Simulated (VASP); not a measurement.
# La (Im-3m) in VASP: a series of runs

Runs on La. Level: PBE. Tasks: single point, relaxation of cell and atoms.

Everything below comes from runs of VASP 6.6.1. Logs are shortened: lines on timing, memory, paths and dates and some standing lists are left out, and cuts for length are marked.

### Step 1. The structure

Symmetry: Im-3m, No. 229, cubic system. The conventional cell has a = 4.220 Å, b = 4.220 Å, c = 4.220 Å, α = 90.00°, β = 90.00°, γ = 90.00°. La (site symmetry m-3m) has 8 La at 3.66 Å as nearest neighbours.

This isn't the form of La at room conditions, which is double hcp.

### Step 2. Single point, PBE

File INCAR:

```
  PREC = Accurate
  ENCUT = 520
  EDIFF = 1E-7
  ISMEAR = -1
  SIGMA = 0.08
  LREAL = F
  LASPH = T
  NELM = 100
  ALGO = Normal
  ISIF = 2
  LWAVE = F
  LCHARG = F
  GGA = PE
  NBANDS = 12
```

File KPOINTS:

```
Automatic mesh
0
Gamma
  13 13 13
```

File POSCAR:

```
La
1.0
   -2.1102491962      2.1102491962      2.1102491962
    2.1102491962     -2.1102491962      2.1102491962
    2.1102491962      2.1102491962     -2.1102491962
La
1
Direct
    0.0000000000      0.0000000000      0.0000000000
```

Potentials or basis: VASP PAW PBE potentials, release 64 (La).

On the command line:

```sh
$ cat potpaw_PBE.64/La/POTCAR > POTCAR
$ mpirun -np 1 vasp_std > vasp.out
```

OUTCAR:

```text
PREC = Accurate
   ENCUT = 520
   EDIFF = 1E-7
   ISMEAR = -1
   LREAL = F
   LASPH = T
   NELM = 100
   ISIF = 2
   GGA = PE

 ion  position               nearest neighbor table
   1  0.000  0.000  0.000-

  LATTYP: Found a body centered cubic cell.
 ALAT       =     4.2204983924

  Lattice vectors:

 A1 = (  -2.1102491962,   2.1102491962,   2.1102491962)
 A2 = (   2.1102491962,  -2.1102491962,   2.1102491962)
 A3 = (   2.1102491962,   2.1102491962,  -2.1102491962)

Analysis of symmetry for initial positions (statically):
=====================================================================
 Subroutine PRICEL returns:
 Original cell was already a primitive cell.

 Routine SETGRP: Setting up the symmetry group for a
 body centered cubic supercell.

 Subroutine GETGRP returns: Found 48 space group operations
 (whereof 48 operations were pure point group operations)
 out of a pool of 48 trial point group operations.

The static configuration has the point symmetry O_h .

Analysis of symmetry for dynamics (positions and initial velocities):
=====================================================================
 Subroutine PRICEL returns:
 Original cell was already a primitive cell.

 Routine SETGRP: Setting up the symmetry group for a
 body centered cubic supercell.

 Subroutine GETGRP returns: Found 48 space group operations
 (whereof 48 operations were pure point group operations)
 out of a pool of 48 trial point group operations.

The dynamic configuration has the point symmetry O_h .

 Subroutine INISYM returns: Found 48 space group operations
 (whereof 48 operations are pure point group operations),
 and found     1 'primitive' translations

----------------------------------------------------------------------------------------

                                     Primitive cell

  volume of cell :      37.5890

  direct lattice vectors                    reciprocal lattice vectors
    -2.110249196  2.110249196  2.110249196     0.000000000  0.236938842  0.236938842
     2.110249196 -2.110249196  2.110249196     0.236938842  0.000000000  0.236938842
     2.110249196  2.110249196 -2.110249196     0.236938842  0.236938842  0.000000000

  length of vectors
     3.655058824  3.655058824  3.655058824     0.335082123  0.335082123  0.335082123

  position of ions in fractional coordinates (direct lattice)
     0.000000000  0.000000000  0.000000000

  ion indices of the primitive-cell ions
   primitive index   ion index
                 1           1

----------------------------------------------------------------------------------------

 KPOINTS: Automatic mesh

Automatic generation of k-mesh.
 Grid dimensions read from file:
 generate k-points for:   13   13   13

 Generating k-lattice:

  Cartesian coordinates                     Fractional coordinates (reciprocal lattice)
     0.000000000  0.018226065  0.018226065     0.076923077  0.000000000  0.000000000
     0.018226065  0.000000000  0.018226065     0.000000000  0.076923077  0.000000000
     0.018226065  0.018226065  0.000000000     0.000000000  0.000000000  0.076923077

  Length of vectors
     0.025775548  0.025775548  0.025775548

  Shift w.r.t. Gamma in fractional coordinates (k-lattice)
     0.000000000  0.000000000  0.000000000

 Subroutine IBZKPT returns following result:
 ===========================================

 Found     84 irreducible k-points:

 Following reciprocal coordinates:
            Coordinates               Weight
  0.000000  0.000000  0.000000      1.000000
  0.076923  0.000000  0.000000     12.000000
  0.153846  0.000000  0.000000     12.000000
  0.230769  0.000000  0.000000     12.000000
  0.307692  0.000000  0.000000     12.000000
  0.384615  0.000000  0.000000     12.000000
[... 16 lines left out ...]
  0.153846  0.076923  0.076923     24.000000
  0.230769  0.076923  0.076923     24.000000
 [... further k-points ...]
   k-points           NKPTS =     84   k-points in BZ     NKDIM =     84   number of bands    NBANDS=     12
   number of dos      NEDOS =    301   number of ions     NIONS =      1
   total plane-waves  NPLWV =  21952
   dimension x,y,z NGX =    28 NGY =   28 NGZ =   28
   dimension x,y,z NGXF=    56 NGYF=   56 NGZF=   56
   ions per type =               1
   NGX,Y,Z   is equivalent  to a cutoff of  12.74, 12.74, 12.74 a.u.
   NGXF,Y,Z  is equivalent  to a cutoff of  25.47, 25.47, 25.47 a.u.
 SYSTEM =  unknown system
   PREC   = accura    normal or accurate (medium, high low for compatibility)
   ISTART =      0    job   : 0-new  1-cont  2-samecut
   ICHARG =      2    charge: 1-file 2-atom 10-const
   ISPIN  =      1    spin polarized calculation?
   LNONCOLLINEAR =      F non collinear calculations
   LSORBIT =      F    spin-orbit coupling
   LASPH  =      T    aspherical Exc in radial PAW
   ENCUT  =  520.0 eV  38.22 Ry    6.18 a.u.   6.80  6.80  6.80*2*pi/ulx,y,z
   NELM   =    100;   NELMIN=  2; NELMDL= -5     # of ELM steps
   EDIFF  = 0.1E-06   stopping-criterion for ELM
[... 8 lines left out ...]
   TEBEG  =    0.0;   TEEND  =   0.0 temperature during run
   PSTRESS=    0.0 pullay stress
   NELECT =      11.0000    total number of electrons
   NUPDOWN=      -1.0000    fix difference up-down
   EMIN   =  10.00;   EMAX   =-10.00  energy-range for DOS
   EFERMI =   0.00;   METHOD = LEGACY
   ISMEAR =    -1;   SIGMA  =   0.08  broadening in eV -4-tet -1-fermi 0-gaus
   EFERMI_NEDOS =   21; number of points for ismear=-14 and -15
   IALGO  =     38    algorithm
   IMIX   =      4    mixing-type and parameters
     AMIX     =   0.40;   BMIX     =  1.00
     AMIX_MAG =   1.60;   BMIX_MAG =  1.00
  volume/ion in A,a.u.               =      37.59       253.66
  Fermi-wavevector in a.u.,A,eV,Ry     =   1.086889  2.053923 16.072948  1.181328
  Thomas-Fermi vector in A             =   2.223036
   LORBIT       =      0    0 simple, 1 ext, 2 COOP (PROOUT), +10 PAW based schemes
   GGA     = PE    functional components
   LHFCALC =     F    Hartree Fock is set to
   AEXX    =    0.0000 exact exchange contribution
   IVDW    =     0    specifies the selected vdW correction
   LEPSILON=     F    determine dielectric tensor
   LRPA    =     F    only Hartree local field effects (RPA)
 non-spin polarized calculation
  energy-cutoff  :      520.00
  volume of cell :       37.59
 maximum number of plane-waves:      1024
   NGX = 13   NGY = 13   NGZ = 13

 number of electron      11.0000000 magnetization

 Free energy of the ion-electron system (eV)
  ---------------------------------------------------
  ext. energy  EPLUGINS =         0.00000000
  ---------------------------------------------------
  free energy    TOTEN  =        -4.78916649 eV

  energy without entropy =       -4.73153607  energy(sigma->0) =       -4.76035128

 E-fermi :   7.7524     XC(G=0):  -9.5124

 val. band max:        7.7459033912   @ k =   0.3077   0.2308   0.0000
 cond. band min:       7.7774962382   @ k =  -0.3846   0.4615   0.1538
 fundamental gap:      0.0315928470
 Fermi energy:         7.7523679255

 k-point     1 :       0.0000    0.0000    0.0000
  band No.  band energies     occupation
      1     -25.1555      2.00000
      2      -8.1641      2.00000
      3      -8.1641      2.00000
      4      -8.1641      2.00000
      5       4.5625      2.00000
      6       9.2242      0.00000
      7       9.2242      0.00000
      8       9.2242      0.00000
      9       9.2512      0.00000
     10       9.2512      0.00000
     11       9.2512      0.00000
     12       9.9726      0.00000

 k-point     2 :       0.0769    0.0000    0.0000
  band No.  band energies     occupation
      1     -25.1445      2.00000
      2      -8.2503      2.00000
      3      -8.1892      2.00000
      4      -8.1651      2.00000
      5       4.7464      2.00000
      6       8.9256      0.00000
      7       8.9258      0.00000
      8       9.2443      0.00000
      9       9.2905      0.00000
     10       9.4716      0.00000
     11       9.4763      0.00000
     12       9.9610      0.00000

 k-point     3 :       0.1538    0.0000    0.0000
  band No.  band energies     occupation
      1     -25.1136      2.00000
      2      -8.4813      2.00000
      3      -8.2580      2.00000
      4      -8.1680      2.00000
      5       5.2353      2.00000
      6       8.5705      0.00007
      7       8.5705      0.00007
      8       9.2298      0.00000
      9       9.4117      0.00000
     10       9.6052      0.00000
     11       9.6387      0.00000
     12       9.9162      0.00000
[... 286 lines left out ...]
 k-point    23 :       0.1538    0.0769    0.0769
  band No.  band energies     occupation
      1     -25.0553      2.00000
      2      -8.8849      2.00000
      3      -8.3291      2.00000
      4      -8.2355      2.00000
      5       6.1188      2.00000
      6       8.0418      0.05229
      7       8.0746      0.03502
      8       9.3714      0.00000
      9       9.5879      0.00000
     10       9.6466      0.00000
     11       9.6735      0.00000
     12       9.9729      0.00000

 k-point    24 :       0.2308    0.0769    0.0769
  band No.  band energies     occupation
      1     -25.0122      2.00000
      2      -9.1238      2.00000
      3      -8.4577      2.00000
      4      -8.2470      2.00000
      5       6.4764      2.00000
      6       7.8085      0.66278
      7       8.2396      0.00452
      8       9.3687      0.00000
      9       9.6001      0.00000
     10       9.6797      0.00000
     11       9.7373      0.00000
     12       9.9423      0.00000

 [... further k-points ...]

------------------------ aborting loop because EDIFF is reached ----------------------------------------

  FORCE on cell =-STRESS in cart. coord.  units (eV):
  Direction    XX          YY          ZZ          XY          YZ          ZX
  --------------------------------------------------------------------------------------
  -------------------------------------------------------------------------------------
  Total        0.0468928      0.0468928      0.0468928      0.0000000     -0.0000000      0.0000000
  in kB        1.9987369      1.9987369      1.9987369      0.0000000     -0.0000000      0.0000000
  external PRESSURE =       1.9987369 kB  Pullay stress =       0.0000000 kB

 VOLUME and BASIS-vectors are now :
 -----------------------------------------------------------------------------
  energy-cutoff  :      520.00
  volume of cell :       37.59
      direct lattice vectors                 reciprocal lattice vectors
    -2.110249196  2.110249196  2.110249196     0.000000000  0.236938842  0.236938842
     2.110249196 -2.110249196  2.110249196     0.236938842  0.000000000  0.236938842
     2.110249196  2.110249196 -2.110249196     0.236938842  0.236938842  0.000000000

 POSITION                                       TOTAL-FORCE (eV/Angst)
 -----------------------------------------------------------------------------------
      0.00000      0.00000      0.00000        -0.000000     -0.000000     -0.000000
 -----------------------------------------------------------------------------------
    total drift:                                0.000000      0.000000      0.000000

  FREE ENERGIE OF THE ION-ELECTRON SYSTEM (eV)
  ---------------------------------------------------
  free  energy   TOTEN  =        -4.7891664890 eV

  energy  without entropy=       -4.7315360654  energy(sigma->0) =       -4.76035128
```

Run time: 43 s. Hardware: 1 thread of AMD EPYC 9R45 (Zen 5), shared host; peak memory 0.17 GiB.

Results:

```
Free energy            : -4.7892 eV
Pressure               : 0.2 GPa
Band gap on the k mesh : none (metal or under the smearing width)
```

Levels at points of the mesh, in eV from the Fermi level:
| k point | band 3 | band 4 | band 5 | band 6 | band 7 | band 8 | band 9 | band 10 |
| --- | --- | --- | --- | --- | --- | --- | --- | --- |
| (0.00, 0.00, 0.00) | -15.92 | -15.92 | -3.19 | 1.47 | 1.47 | 1.47 | 1.50 | 1.50 |

### Step 3. Relaxation of cell and atoms, PBE, target pressure 0.16 GPa, at which the enthalpy is minimised

File INCAR:

```
PREC     = Accurate       # precision mode
ENCUT    = 600            # plane-wave cutoff, eV
EDIFF    = 1E-7           # SCF threshold, eV
ISMEAR   = -1             # smearing method
SIGMA    = 0.08           # smearing width, eV
LREAL    = False          # projectors in reciprocal space
LASPH    = True           # aspherical terms in the spheres
NELM     = 100            # most SCF steps
ALGO     = Normal         # electronic algorithm
ISIF     = 3              # what is computed and relaxed
LWAVE    = False          # write WAVECAR
LCHARG   = False          # write CHGCAR
GGA      = PE             # functional
IBRION   = 2              # ionic algorithm
NSW      = 32             # ionic steps
EDIFFG   = -0.005         # ionic threshold
PSTRESS  = 1.6
```

KPOINTS is that of step 2.

POSCAR is that of step 2.

Potentials or basis: VASP PAW PBE potentials, release 64 (La).

On the command line:

```sh
$ cat potpaw_PBE.64/La/POTCAR > POTCAR
$ mpirun -np 1 vasp_std > vasp.out
```

Run time: 48 s. Hardware: 1 thread of AMD EPYC 9R45 (Zen 5), shared host; peak memory 0.19 GiB.

The run converged. Its results:

```yaml
Free_energy: -4.7900 eV
Relaxed_volume: 37.64 Å³/atom
Relaxed_cell: a = 3.657 Å, b = 3.657 Å, c = 3.657 Å, α = 109.47°, β = 109.47°, γ = 109.47°
Space_group_after_relaxing_to_0.05_Å: Im-3m (No. 229)
Energy_change_on_relaxing_the_enthalpy_is_what_falls: -0.1 meV/atom
Ionic_steps: 2
Pressure_after_relaxing: 0.2 GPa
Band_gap_on_the_k_mesh: none (metal or under the smearing width)
```

Final structure:
```yaml
crystal:
  lattice:
    - [-2.11124, 2.11124, 2.11124]
    - [2.11124, -2.11124, 2.11124]
    - [2.11124, 2.11124, -2.11124]
  atoms:
    - { symbol: La, position: [0.00000, 0.00000, 0.00000] }
```

Levels at points of the mesh, in eV from the Fermi level:
| k point | band 3 | band 4 | band 5 | band 6 | band 7 | band 8 | band 9 |
| --- | --- | --- | --- | --- | --- | --- | --- |
| (0.00, 0.00, 0.00) | -15.92 | -15.92 | -3.19 | 1.47 | 1.47 | 1.47 | 1.50 |

Caveat: the cell is relaxed towards a set pressure, so the enthalpy falls and the energy may rise. Spin-orbit coupling is left out, which matters for the levels of La.

### Step 4. Single point, PBE

This run uses another cell than the first one, of 36.75 Å³/atom, 0.978 times its volume.

File INCAR:

```
SYSTEM = La
  PREC = Accurate
  ENCUT = 520
  EDIFF = 1E-6
  ISMEAR = -1
  SIGMA = 0.08
  LREAL = .False.
  LASPH = .True.
  NELM = 100
  ALGO = Normal
  ISIF = 2
  LWAVE = .False.
  LCHARG = .False.
  GGA = PE
  NBANDS = 12
```

File KPOINTS:

```
regular mesh
0
Gamma
  12 12 11
  0 0 0
```

File POSCAR:

```
La
1.0
    3.4926680414      0.0000000000      0.0000000000
   -1.7463340207      3.0247392508      0.0000000000
    0.0000000000      0.0000000000      3.4783086804
La
1
Direct
    0.0000000000      0.0000000000      0.0000000000
```

On the command line:

```sh
$ cat potpaw_PBE.64/La/POTCAR > POTCAR
$ mpirun -np 1 vasp_std > vasp.out
```

Wall time 33 s (1 thread of AMD EPYC 9R45 (Zen 5), shared host); peak memory 0.18 GiB.

It converged, with:

```yaml
Free_energy: -4.6230 eV
Pressure: 0.2 GPa
Band_gap_on_the_k_mesh: none (metal or under the smearing width)
```

Levels at points of the mesh, in eV from the Fermi level:
```tsv
k point	band 4	band 5	band 6	band 7	band 8	band 9
(0.00, 0.00, 0.00)	-15.62	-2.88	-0.95	1.34	1.75	1.75
(0.50, 0.00, 0.00)	-15.70	-1.73	0.19	1.39	1.89	2.03
```

[end of part 1 of 2]
